## A cell that looks almost relaxed

At a plane-wave cutoff of 500 eV, the pressure in this hafnium nitride cell is only about −3 GPa, the value closest to zero in the whole series. Read by itself, it describes a crystal near its preferred size and pulling slightly inward. At the highest cutoff the same cell pushes outward with 12.5 GPa. Not one atom has moved between the two calculations.

GPAW 26.7.0, RPBE without spin polarisation, PAW data sets (gpaw-data 1.2.1), for HfN (Fm-3m, 2-atom cell) at fixed geometry. The sweep value is the plane-wave cutoff in eV; all runs use a 10×10×10 k mesh and Fermi-Dirac smearing of 0.05 eV. Energies are extrapolated to zero smearing and counted from the 1200 eV value.

| sweep value | energy less tightest (meV/atom) | pressure (GPa) | largest force (eV/Å) |
| --- | --- | --- | --- |
| 300 | 2585.2 | -52.29 | 0.000 |
| 350 | 1580.7 | -37.30 | 0.000 |
| 400 | 913.5 | -22.48 | 0.000 |
| 500 | 294.5 | -3.14 | 0.000 |
| 600 | 84.5 | 6.63 | 0.000 |
| 700 | 22.6 | 10.57 | 0.000 |
| 800 | 5.6 | 12.00 | 0.000 |
| 1000 | 0.7 | 12.50 | 0.000 |
| 1200 | 0.0 | 12.52 | 0.000 |

The cutoff sets the shortest wave available for describing the electrons. Raising it improves the description, and here it lowers the energy and raises the pressure at every step. At 300 eV the pressure is about 65 GPa below its value at 1200 eV, an error far larger than the pressure one wants to know. The near-zero value at 500 eV is therefore a crossing point: a spurious inward pull happens almost to balance a real outward push.

## Why too few waves pull the cell inward

Think of the plane waves as a net with a certain mesh width. Details of the electron density finer than the mesh are lost, and the energy comes out too high. A pressure tells how the energy changes when the cell is stretched slightly. In the usual stress calculation, the same set of waves is kept during that stretch, so each wave becomes longer with the cell and the net becomes coarser.

A coarser net gives a higher energy. The calculation thus adds a false cost to stretching, and at the four lowest cutoffs here that cost outweighs the real gain. In the pressure it appears as an inward pull, known as Pulay stress. The pull is strong where the energy still depends steeply on the cutoff, and it fades as that dependence dies out.

This also explains the direction of the trend. More waves can only improve a variational energy, so the energy error falls as the cutoff rises. In this series the energy curve also flattens at every step, so the inward pull weakens and the pressure climbs towards the value that belongs to the chosen cell and functional.

## From the energy slope to a pressure

Let $E$ be the energy per atom, $V$ the volume per atom and $E_\mathrm{cut}$ the cutoff, which is the kinetic energy of the shortest wave. Kinetic energy varies as the inverse square of the wavelength. When a fixed set of waves is stretched with the cell, its effective cutoff therefore varies as $V^{-2/3}$. The chain rule turns this into an error of the pressure $P$:

$$
\Delta P \approx \frac{2}{3V}\,\frac{\mathrm{d}E}{\mathrm{d}\ln E_\mathrm{cut}} .
$$

The slope is negative, so $\Delta P$ is negative too. The formula keeps only the coarsening of the net. It neglects any change with volume of the energy error that remains at a constant cutoff.

Take the step from 500 to 600 eV, across which the pressure changes sign. The energy falls by $294.5-84.5=210.0$ meV per atom, and the volume is 11.48 Å³ per atom. With 1 eV/Å³ equal to about 160 GPa, the average size of the pull over this step is

$$
|\Delta P| \approx \frac{2}{3}\times\frac{0.210}{11.48\times\ln(600/500)}\times 160\ \text{GPa}
\approx 10.7\ \text{GPa}.
$$

Measured against the pressure at 1200 eV, the actual error shrinks from 15.7 to 5.9 GPa over the same step. The estimate falls between these two values, as an average over the step should. It uses only energies and the volume; the computed pressures enter for comparison alone.

## How far the estimate carries

The output printed after this text repeats the estimate for each of the eight steps. In seven of them it lies between the pressure errors at the two ends, while those errors shrink from tens of GPa to a fraction of one. The energy slope thus accounts for the size of the pressure error as well as its sign. The brackets are wide, however, and small additional contributions could hide inside them.

Such a contribution may be visible at the low end. Between 350 and 400 eV the estimate is 46 GPa, whereas the mean of the two pressure errors is 42 GPa. The neglected volume dependence at constant cutoff is a plausible reason, but these calculations do not isolate it.

The exception is the last step, from 1000 to 1200 eV. There the estimate is about 0.04 GPa and the pressure changes by no more than 0.02 GPa. All errors are counted from the 1200 eV result, which has no tighter calculation behind it. At the level of hundredths of a GPa, the comparison can no longer judge the formula.

## Why the pressure is harder to converge than the energy

At 800 eV the energy is within 6 meV per atom of the tightest value, which is good enough for many purposes. Spread over the volume of an atom, that error corresponds to only 0.08 GPa. The pressure is nevertheless off by 0.52 GPa, nearly seven times as much. At 300 eV the corresponding ratio is only 1.8.

The reason is that the pressure responds to the slope of the energy error, whereas an energy test looks at its height. A small error can still be changing quickly in relative terms. If the energy error fell as a fixed power of the cutoff, the ratio would stay constant at two thirds of that power. Its growth means that the decay becomes steeper: read through the formula, the local power rises from about 3 at 300 eV to about 10 at 800 eV.

At 800 eV, then, one per cent more cutoff removes roughly ten per cent of the remaining energy error. This is welcome for the energy, but it also means that a one per cent change in the effective cutoff, caused by stretching the cell, alters the remaining error by about a tenth. Fast convergence and a sensitive pressure are two sides of the same steep curve.

## What makes the curve steep, and where it flattens

The projector augmented-wave method replaces the rapid wiggles near each nucleus by smooth functions. A smooth function needs few very short waves, so its short-wave content falls off quickly once the main features are resolved. Nitrogen 2p electrons are a well-known demanding case: no inner p shell keeps them away from the nucleus, and they are compact. Whether nitrogen or hafnium sets the required cutoff in this crystal is not separated by the calculations.

Between 300 and 350 eV the energy error shrinks at a rate that would leave 37 per cent of it after 100 eV. Between 700 and 800 eV only 25 per cent is left. From 800 to 1000 eV the decay slows again, and each 100 eV leaves more than a third. Any error still present at 1200 eV would make this late slowing more pronounced, because it would add to the small errors proportionally most.

A weak tail of short waves would produce such a slowing. Smooth replacement functions are joined to the true ones at a finite radius, and the join can leave a tail of this kind. That origin is a guess here, since the joining radius was never varied.

## What the remaining pressure means

The last 12.5 GPa is a different matter from the pull that has faded. From 1000 to 1200 eV the pressure hardly moves, so still more waves will not remove it. It shows that the cell is smaller than the one this functional prefers. With a rough, recalled bulk modulus of 300 GPa, the edge would have to grow by roughly 1.4 per cent to release it.

This preference belongs to RPBE, which commonly makes the lattice constants of solids too large. The real crystal at the same size need not be under such a pressure. A higher cutoff brings the result closer to the answer of the functional, which can still differ from that of nature.

## Choosing a cutoff for the job

A cell relaxation that follows the uncorrected stress would start in the wrong direction at any of the four lowest cutoffs. It would shrink a cell that ought to expand. For the pressure, 1000 eV is the lowest cutoff in the series that stays within 0.1 GPa of the tightest result; for an energy within 10 meV per atom, 800 eV is enough. Both choices apply to the mesh and smearing used here, which were held fixed.

The forces give no warning of any of this. They are zero even at 300 eV, where the energy is 2.6 eV per atom too high, because every atom sits at a site whose symmetry cancels any force. The useful warning comes from two energies at neighbouring cutoffs. Their difference, put into the formula above, gives the average false pressure between those two cutoffs before any cell is relaxed.

If only a lower cutoff is affordable, one can compute the energy at several volumes with the same cutoff and locate the minimum of the curve. Each volume then receives its own set of waves, and the net keeps its mesh width. Much of the energy error is common to all the points and cancels in the shape of the curve.

Printed output of the fit:

```
Errors against the 1200 eV row:
   row  pressure too low by (GPa)  energy error per volume (GPa)  share of energy error left per further 100 eV
   300                      64.81                          36.08                                            n/a
   350                      49.82                          22.06                                         0.3739
   400                         35                          12.75                                          0.334
   500                      15.66                           4.11                                         0.3224
   600                       5.89                          1.179                                         0.2869
   700                       1.95                         0.3154                                         0.2675
   800                       0.52                        0.07815                                         0.2478
  1000                       0.02                       0.009769                                         0.3536
  1200                          0                              0                                              0
Interval ending at each row:
   row  Pulay stress from energies (GPa)  pressure error at lower cutoff (GPa)  pressure error at upper cutoff (GPa)  mean of both ends (GPa)
   300                               n/a                                   n/a                                 64.81                      n/a
   350                             60.63                                 64.81                                 49.82                    57.31
   400                             46.49                                 49.82                                    35                    42.41
   500                             25.81                                    35                                 15.66                    25.33
   600                             10.72                                 15.66                                  5.89                    10.78
   700                             3.736                                  5.89                                  1.95                     3.92
   800                             1.185                                  1.95                                  0.52                    1.235
  1000                            0.2043                                  0.52                                  0.02                     0.27
  1200                           0.03572                                  0.02                                     0                     0.01
Intervals whose estimate lies between the two pressure errors (of 8): 7
Pressure error over energy error per volume at 300 eV (ratio): 1.796
Pressure error over energy error per volume at 500 eV (ratio): 3.81
Pressure error over energy error per volume at 800 eV (ratio): 6.653
Cutoffs with a negative pressure (count): 4
Rough lengthening of the cell edge that would release the last pressure (per cent): 1.391
```
